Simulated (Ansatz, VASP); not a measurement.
**TiC (TiC strained to the junction's net): VASP beside Ansatz**

One calculation is typed for both programs; each brings its own data sets. How far apart do they land? The cell is generated by rule, not measured, and may not be a known phase. The structure shown is the end of the Ansatz relaxation below.

Method: plane waves, with VASP 6.6.1 beside it; single point at PBE, in Ansatz 0.2.0.

**1. Set-up**

The structure is trigonal, space group R-3m (No. 166). The conventional cell has a = 3.180 Å, b = 3.180 Å, c = 7.340 Å, α = 90.00°, β = 90.00°, γ = 120.00°. Ti has 6 C at 2.21 Å nearest. C has 6 Ti at 2.21 Å nearest. Farther neighbours are not listed.

**2. Ansatz: relaxation, PBE**

Ansatz runs on its default PAW (the set named soft_2) files.

This run makes the geometry at which the two programs are then compared.

File input.yaml:

```yaml
crystal:
  lattice:
    - [3.18, 0.0, 0.0]
    - [-1.59, 2.753960784, 0.0]
    - [0.0, 0.0, 7.2970618271]
  atoms:
    - { symbol: Ti, position: [0.0, 0.0, 0.0] }
    - { symbol: C, position: [0.3333333333, 0.6666666667, 0.1666666667] }
    - { symbol: Ti, position: [0.6666666667, 0.3333333333, 0.3333333333] }
    - { symbol: C, position: [0.0, 0.0, 0.5] }
    - { symbol: Ti, position: [0.3333333333, 0.6666666667, 0.6666666667] }
    - { symbol: C, position: [0.6666666667, 0.3333333333, 0.8333333333] }
kpoints:
  mp_grid: { grid: [12, 12, 4] }
scf:
  occupations: { method: fermi_dirac, width: 0.1 }
  max_iter: 150
hamiltonian:
  xc: pbe
relax:
  f_tol: 0.01
  max_steps: 40
  cell: { fix: [a, b, angles] }
```

Run with:

```bash
$ ansatz run input.yaml --threads 4 --pin off --max-ram 10240MiB --backend cpu --events-out ev --progress --plain --runs-dir out
```

Numbers of over 12 decimals in the logs are rounded to 6 here.

Log:

```text
Engine: ansatz 0.2.0, aarch64-unknown-linux-gnu
Pseudopotentials: kind: paw
Pseudopotential: Ti, paw, valence charge 12, recommended cutoff 420 eV (normal), Ti.paw.azcp
Pseudopotential: C, paw, valence charge 4, recommended cutoff 420 eV (normal), C.paw.azcp
Functional definition: PBE
  parameter kappa = 0.804
  parameter beta = 0.066725
  exchange = pbe_x(kappa = kappa, mu = beta*pi^2/3)
  correlation = pbe_c(beta = beta)
Crystal: 6 atoms, lattice volume = 63.905 Å³
Basis set: ecut = 420 eV, 1249 PW (Γ), exchange–correlation on 48×48×100 points (8 copies of the dense FFT grid, shifted against one another)
Bands: 30, of which v1, the nominal top of the filled ones, is band 24 counted from 1 (23 counted from 0)
Symmetry: 36 space group operations
Space group: R-3m (ITA 166), of the structure as read, at distance tolerance 4.0e-5 Å
k-points: 69 of 576
Non-local potential: Ti, projectors of the file, l = 0: 3, l = 1: 2, l = 2: 3, l = 3: 1
Non-local potential: C, projectors of the file, l = 0: 2, l = 1: 2, l = 2: 1
PAW form: soft (Blöchl's): semilocal exchange-correlation on the pseudo side does not see the compensation charge
PAW one-centre angular grid: Ti, 590 points (default); XC on 64 Gauss nodes
PAW one-centre angular grid: C, 110 points (default); XC on 64 Gauss nodes
Initial density: superposition of atomic densities (neutral atoms: chi_scale 0, normalization atom), corrected by the library's trained network
Initial wavefunctions: pseudopotential atomic-orbital guess
Functional: x = pbe(κ = 0.804, μ = 0.219515), c = pbe(β = 0.066725)
SCF iter   1: F=—  HF=-8256.561638 eV  |F-HF|=—  |Δ(HF+E_count)|=         —  Δρ=3.90e-3  dr2=6.52e-3  ethr=1.77e-3  ⟨swp⟩=4.0  Hψ=7797  notcnv=0
preconditioner: auto → Kerker (q_TF=auto, 2.601 Å⁻¹)  [metal: Δε(μ)=0.142 eV  Ē_g=6.503 eV  σ=0.100 eV  W_gap=0.34  n_scr=24 (ndim 8)  ℏωp=22.8 eV  f_vac=0.000  D(μ)=0.94/eV (n_scr^D=2)]
SCF iter   2: F=—  HF=-8256.560416 eV  |F-HF|=—  |Δ(HF+E_count)|=   1.22e-3  Δρ=1.86e-3  dr2=1.01e-3  ethr=1.36e-5  ⟨swp⟩=2.2  Hψ=3180  notcnv=0
SCF iter   3: F=—  HF=-8256.560444 eV  |F-HF|=—  |Δ(HF+E_count)|=   2.80e-5  Δρ=1.05e-3  dr2=3.17e-4  ethr=2.11e-6  ⟨swp⟩=2.0  Hψ=2524  notcnv=0
SCF iter   4: F=—  HF=-8256.560455 eV  |F-HF|=—  |Δ(HF+E_count)|=   1.09e-5  Δρ=1.32e-4  dr2=9.17e-6  ethr=6.60e-7  ⟨swp⟩=2.1  Hψ=2559  notcnv=0
SCF iter   5: F=—  HF=-8256.560446 eV  |F-HF|=—  |Δ(HF+E_count)|=   8.42e-6  Δρ=2.57e-5  dr2=2.27e-7  ethr=1.91e-8  ⟨swp⟩=2.0  Hψ=2893  notcnv=0
SCF iter   6: F=-8256.560446 eV  HF=-8256.560446 eV  |F-HF|=3.59e-9  |Δ(HF+E_count)|=   3.20e-9  Δρ=8.35e-6  dr2=2.93e-8  ethr=2.08e-10  ⟨swp⟩=4.0  Hψ=6131  notcnv=0
SCF 1 converged in 6 iterations: F = -8256.560446 eV  dr2 = 2.93e-8
  greatest PAW one-centre occupation: 0.999 electrons in one spin orbital (limit 2), on the Ti atom at site 4 (counted from 0), in its partial waves of l = 0
relax step   1: F+E_penalty+E_count = -8256.56044644 eV  Δ(F+E_penalty+E_count) = +0.000e0 eV  max|allowed force component| = 2.158e-26 eV/Å  Δτ_max = 0.0000 Å  P = -10.504 GPa  Ω = 63.905 Å³  fix = [a, b, alpha, beta, gamma]  reactions: a -16.922, b -16.922 GPa  (6 SCF iters, dr2 threshold 1.00e-7 eV, accepted)
[...]
relax step   2: F+E_penalty+E_count = -8256.56194125 eV  Δ(F+E_penalty+E_count) = -1.495e-3 eV  max|allowed force component| = 6.582e-26 eV/Å  Δτ_max = 0.0000 Å  P = -12.153 GPa  Ω = 64.419 Å³  energy of the carried Pulay correction = -7.978e-4 eV  fix = [a, b, alpha, beta, gamma]  reactions: a -17.784, b -17.784 GPa  (5 SCF iters, dr2 threshold 6.00e-7 eV, accepted)
[...]
relax step   3: F+E_penalty+E_count = -8256.56256047 eV  Δ(F+E_penalty+E_count) = -6.192e-4 eV  max|allowed force component| = 4.577e-26 eV/Å  Δτ_max = 0.0000 Å  P = -11.704 GPa  Ω = 64.277 Å³  energy of the carried Pulay correction = -5.779e-4 eV  fix = [a, b, alpha, beta, gamma]  reactions: a -17.553, b -17.553 GPa  (4 SCF iters, dr2 threshold 6.00e-7 eV, accepted)
[...]
relax step   4: F+E_penalty+E_count = -8256.56310991 eV  Δ(F+E_penalty+E_count) = -5.494e-4 eV  max|allowed force component| = 5.590e-26 eV/Å  Δτ_max = 0.0000 Å  P = -11.694 GPa  Ω = 64.277 Å³  fix = [a, b, alpha, beta, gamma]  reactions: a -17.548, b -17.548 GPa  stress off target by 1.44e-2 GPa on what of the cell is left free  SCF on the basis re-selected at this cell (its energy is not comparable with the rows above)  (5 SCF iters)
basis re-selected at this cell: Δ(F+E_penalty+E_count) = -5.494e-4 eV, ΔP = +0.011 GPa vs the last step (what re-selecting the basis moved, of the pressure what is left beyond the Pulay correction that the steps carried, after the strain that the cell walked since its last selection, with what the two solves' SCF thresholds leave and, on support functions, any second-order correction that the steps lacked; it is no m [...]
SCF converged after 5 iterations
Free energy (F): -8256.563110 eV
Harris-Foulkes:  -8256.563110 eV  (|F-HF|=1.18e-10)
Internal energy: -8256.531186 eV  (E = F + TS)
E sigma→0 (E₀):  -8256.547148 eV
Entropy (-TS):   -0.031924 eV (-5.321 meV/atom)
Fermi energy:    13.851035 eV
--- Per-component energies (eV) ---
  E_band       = -375.870802
  E_kinetic    = 1077.310352
  E_local      = -2421.612613  (includes V_loc(G=0)·N_el)
  E_nonlocal   = 95.440552
  E_hartree    = 972.792640
  E_xc         = -439.329312
  E_vxc        = -548.361029  (∫ρ·V_xc dr)
  E_paw        = -3434.705819  (= ΣΔE_a)
  E_vpaw       = -524.233809  (= ΣTr[D̂ρ^β])
  E_aug_tail   = 0.000388  (compensation charges beyond the density's cutoff)
  E_ewald      = -4106.427373
  E_smearing   = -0.031924  (= −TS)
  E_closure    = -0.000000  (closes the sum)
  Σ components = -8256.563110   (vs F -8256.563110, Δ=0.00e0)
--- Forces (eV/Å), atoms counted from 1 ---
  atom   1  Ti     0.00000000     0.00000000     0.00000000
  atom   2  C     -0.00000000     0.00000000     0.00000000
  atom   3  Ti     0.00000000     0.00000000     0.00000000
  atom   4  C      0.00000000     0.00000000     0.00000000
  atom   5  Ti     0.00000000     0.00000000     0.00000000
  atom   6  C     -0.00000000     0.00000000     0.00000000
  max |Σ_I F_I| component: 9.25e-26 eV/Å
--- Stress (GPa, compression-positive) ---
      -17.547502       0.000000       0.000000
       -0.000000     -17.547502      -0.000000
       -0.000000      -0.000000       0.014360
  P = ⅓ Tr σ = -11.6935 GPa (-116.935 kbar)
--- Relaxed structure (3 steps of the walk, 3 accepted, 1 SCFs on fresh bases) ---
  F+E_penalty+E_count = -8256.56310991 eV   max|allowed force component| = 5.590e-26 eV/Å   (the final SCF, on the basis selected at the relaxed cell)
  cell:  # Å, volume = 64.2768 Å³
    - [3.180000, 0, 0]
    - [-1.590000, 2.753961, 0]
    - [0, 0, 7.339552]
  atoms:
    - { symbol: Ti, position: [0, 0, 0] }
    - { symbol: C, position: [0.333333, 0.666667, 0.166667] }
    - { symbol: Ti, position: [0.666667, 0.333333, 0.333333] }
    - { symbol: C, position: [0, 0, 0.5] }
    - { symbol: Ti, position: [0.333333, 0.666667, 0.666667] }
    - { symbol: C, position: [0.666667, 0.333333, 0.833333] }
```

**3. VASP: single point, PBE**

The same cell, functional, mesh and smearing now go to VASP, with its own data sets.

Lines of VASP's logs that name or quote its potential files are left out, and so is its time.

File INCAR:

```
SYSTEM = TiC
PREC = Accurate
ENCUT = 600
EDIFF = 1E-06
NELM = 120
ISMEAR = -1
SIGMA = 0.1
LREAL = .FALSE.
ALGO = Normal
GGA = PE
NBANDS = 30
LASPH = .TRUE.
LORBIT = 11
LWAVE = .FALSE.
LCHARG = .FALSE.
ISIF = 2
GGA_COMPAT = .FALSE.
KPAR = 2
```

File POSCAR:

```
TiC
1.0
    3.1800000000      0.0000000000      0.0000000000
   -1.5900000000      2.7539607840      0.0000000000
    0.0000000000      0.0000000000      7.3395515707
Ti C
3 3
Direct
    0.0000000000      0.0000000000      0.0000000000
    0.6666666667      0.3333333333      0.3333333333
    0.3333333333      0.6666666667      0.6666666667
    0.3333333333      0.6666666667      0.1666666667
    0.0000000000      0.0000000000      0.5000000000
    0.6666666667      0.3333333333      0.8333333333
```

File KPOINTS:

```
Automatic mesh
0
Gamma
12 12 4
0 0 0
```

Potentials, in the order of the species: Ti_sv and C (PBE family, release 64).

Run with:

```bash
$ mpirun -np 2 vasp_std
```

Log:

```text
[banner, memory and clock lines left out]
running    2 mpi-ranks, on    1 nodes
 distrk:  each k-point on    1 cores,    2 groups
 distr:  one band on    1 cores,    1 groups

 POSCAR found type information on POSCAR TiC
 POSCAR found :  2 types and       6 ions
 LDA part: xc-table for (Slater+PW92), standard interpolation
 POSCAR, INCAR and KPOINTS ok, starting setup
 FFT: planning ... GRIDC
 FFT: planning ... GRID_SOFT
 FFT: planning ... GRID
 WAVECAR not read
 entering main loop
       N       E                     dE             d eps       ncg     rms          rms(c)
DAV:   1     0.627310163505E+03    0.62731E+03   -0.25985E+04  4140   0.214E+03
DAV:   2     0.250994023152E+02   -0.60221E+03   -0.58499E+03  4140   0.601E+02
DAV:   3    -0.663090054656E+02   -0.91408E+02   -0.88075E+02  7042   0.188E+02
DAV:   4    -0.727900066061E+02   -0.64810E+01   -0.64587E+01  6134   0.485E+01
DAV:   5    -0.730842980828E+02   -0.29429E+00   -0.29418E+00  6178   0.935E+00    0.300E+01
DAV:   6    -0.580491311008E+02    0.15035E+02   -0.15652E+02  5802   0.841E+01    0.123E+01
DAV:   7    -0.559730022913E+02    0.20761E+01   -0.26498E+01  5774   0.336E+01    0.673E+00
DAV:   8    -0.558807989954E+02    0.92203E-01   -0.18479E+00  5662   0.109E+01    0.175E+00
DAV:   9    -0.558793864544E+02    0.14125E-02   -0.20973E-01  6282   0.342E+00    0.881E-01
DAV:  10    -0.558899938627E+02   -0.10607E-01   -0.90470E-02  5754   0.286E+00    0.727E-01
DAV:  11    -0.558841571302E+02    0.58367E-02   -0.47145E-02  5666   0.186E+00    0.897E-02
DAV:  12    -0.558841698735E+02   -0.12743E-04   -0.15488E-03  6010   0.281E-01    0.451E-02
DAV:  13    -0.558841567042E+02    0.13169E-04   -0.10518E-04  6238   0.572E-02    0.229E-02
DAV:  14    -0.558841554406E+02    0.12637E-05   -0.88262E-06  4962   0.251E-02    0.105E-02
DAV:  15    -0.558841525604E+02    0.28802E-05   -0.23294E-05  5490   0.253E-02    0.696E-03
DAV:  16    -0.558841523479E+02    0.21247E-06   -0.15451E-06  3336   0.989E-03
   1 F= -.55884152E+02 E0= -.55868151E+02  d E =-.320030E-01
```

From OUTCAR (step 3):

```text
ion  position               nearest neighbor table
   1  0.000  0.000  0.000-   4 2.21   6 2.21   4 2.21   6 2.21   6 2.21   4 2.21
   2  0.667  0.333  0.333-   4 2.21   4 2.21   5 2.21   4 2.21   5 2.21   5 2.21
   3  0.333  0.667  0.667-   6 2.21   6 2.21   5 2.21   6 2.21   5 2.21   5 2.21
   4  0.333  0.667  0.167-   2 2.21   2 2.21   1 2.21   2 2.21   1 2.21   1 2.21
   5  0.000  0.000  0.500-   2 2.21   3 2.21   3 2.21   2 2.21   2 2.21   3 2.21
   6  0.667  0.333  0.833-   3 2.21   3 2.21   1 2.21   3 2.21   1 2.21   1 2.21

  LATTYP: Found a hexagonal cell.
 ALAT       =     3.1800000000
 C/A-ratio  =     2.3080350851

 Subroutine GETGRP returns: Found 12 space group operations
 (whereof 12 operations were pure point group operations)

The static configuration has the point symmetry D_3d.

 Found     69 irreducible k-points:

   k-points           NKPTS =     69   k-points in BZ     NKDIM =     69   number of bands    NBANDS=     30

   dimension x,y,z NGX =    28 NGY =   28 NGZ =   60
   dimension x,y,z NGXF=    56 NGYF=   56 NGZF=  120

   ENCUT  =  600.0 eV  44.10 Ry    6.64 a.u.   6.35  6.35 14.66*2*pi/ulx,y,z

   NELECT =      48.0000    total number of electrons

 k-points in reciprocal lattice and weights: Automatic mesh
   0.00000000  0.00000000  0.00000000       0.002
   0.08333333  0.00000000  0.00000000       0.010
   0.16666667 -0.00000000  0.00000000       0.010
   0.25000000  0.00000000  0.00000000       0.010
   0.33333333  0.00000000  0.00000000       0.010
   0.41666667 -0.00000000  0.00000000       0.010
   0.50000000  0.00000000  0.00000000       0.005
   0.08333333  0.08333333  0.00000000       0.010
   0.16666667  0.08333333  0.00000000       0.021
[...]
0.33333333  0.25000000  0.50000000       0.021
   0.33333333  0.33333333  0.50000000       0.003

 average (electrostatic) potential at core
       1 -71.9788       2 -71.9788       3 -71.9788       4 -45.0976       5 -45.0976
       6 -45.0976

 E-fermi :   8.8464

 k-point     1 :       0.0000    0.0000    0.0000
  band No.  band energies     occupation
    ...
     17       5.0438      2.00000
     18       6.3088      2.00000
     19       6.3088      2.00000
     20       6.3088      2.00000
     21       6.3088      2.00000
     22       9.2805      0.02570
     23       9.2805      0.02570
     24       9.8138      0.00013
     25      10.2642      0.00000
     26      10.2642      0.00000
    ...

 k-point     2 :       0.0833    0.0000    0.0000
  band No.  band energies     occupation
    ...
     19       6.2600      2.00000
     20       6.4520      2.00000
     21       6.5128      2.00000
     22       8.7303      1.52284
     23       8.9179      0.65692
     24       9.2148      0.04901
     25       9.8387      0.00010
     26      10.0173      0.00002
     27      10.5466      0.00000
     28      10.7473      0.00000
    ...

 k-point     3 :       0.1667   -0.0000    0.0000
  band No.  band energies     occupation
    ...
     20       6.4390      2.00000
     21       6.8380      2.00000
     22       7.5821      1.99999
     23       8.2164      1.99633
     24       8.2652      1.99403
     25       9.9277      0.00004
     26      10.0025      0.00002
     27      10.2064      0.00000
     28      10.6606      0.00000
     29      11.2181      0.00000
    ...

  Total       -6.9656565     -6.9656565      0.0493959      0.0000000      0.0000000      0.0000000
  in kB     -173.6273904   -173.6273904      1.2312512      0.0000000      0.0000000      0.0000000
  external PRESSURE =    -115.3411765 kB  Pullay stress =       0.0000000 kB

  energy-cutoff  :      600.00
  volume of cell :       64.28
      direct lattice vectors                 reciprocal lattice vectors
     3.180000000  0.000000000  0.000000000     0.314465409  0.181556688  0.000000000
    -1.590000000  2.753960784  0.000000000     0.000000000  0.363113377  0.000000000
     0.000000000  0.000000000  7.339551571     0.000000000  0.000000000  0.136248106

 POSITION                                       TOTAL-FORCE (eV/Angst)
 -----------------------------------------------------------------------------------
      0.00000      0.00000      0.00000         0.000000      0.000000     -0.000000
      1.59000      0.91799      2.44652        -0.000000     -0.000000      0.000000
     -0.00000      1.83597      4.89303        -0.000000      0.000000     -0.000000
     -0.00000      1.83597      1.22326         0.000000      0.000000     -0.000000
      0.00000      0.00000      3.66978         0.000000      0.000000     -0.000000
      1.59000      0.91799      6.11629        -0.000000      0.000000     -0.000000
 -----------------------------------------------------------------------------------
    total drift:                               -0.000000      0.000000      0.000000

  FREE ENERGIE OF THE ION-ELECTRON SYSTEM (eV)
  ---------------------------------------------------
  free  energy   TOTEN  =       -55.8841523479 eV

  energy  without entropy=      -55.8521493444  energy(sigma->0) =      -55.86815085

 total charge
# of ion       s       p       d       tot
------------------------------------------
    1        2.188   6.218   1.896  10.302
    2        2.188   6.218   1.896  10.302
    3        2.188   6.218   1.896  10.302
    4        0.889   1.471   0.000   2.360
    5        0.889   1.471   0.000   2.360
    6        0.889   1.471   0.000   2.360
--------------------------------------------------
tot          9.229  23.068   5.687  37.984

[... 3 further parts left out ...]
```

The run ends at a pressure of -11.53 GPa.

**4. Side by side**

Known differences besides the potentials themselves: the cutoff is 420 eV in Ansatz and 600 eV in VASP; Ansatz's pressure holds a Pulay correction, VASP's none. Total energies have different zeros and are not compared.

The two programs side by side:

```
      quantity  Ansatz    VASP  difference
pressure (GPa)  -11.69  -11.53       -0.16
```

**5. Results**

```json
{"difference in pressure (single point, PBE)": "-0.16 GPa"}
```

**Reading.** The difference in pressure is -0.16 GPa (single point, PBE), within the 1 GPa picked in this series as the mark of a large difference. How closely two codes agree says nothing of how well the functional describes the real material.

[Lines on the potential files, build, host, timing and source positions are cut from VASP's logs without a mark.]

[Logs are printed without paths, hosts, clocks, repeated set-up lines and the standing remarks that a program may print on its own settings, such as how far it seeks lower states.]

[Hosts, paths, dates, database ids (printed as entryN), source tags and the programs' standing remarks are cut or masked in the printed files.]
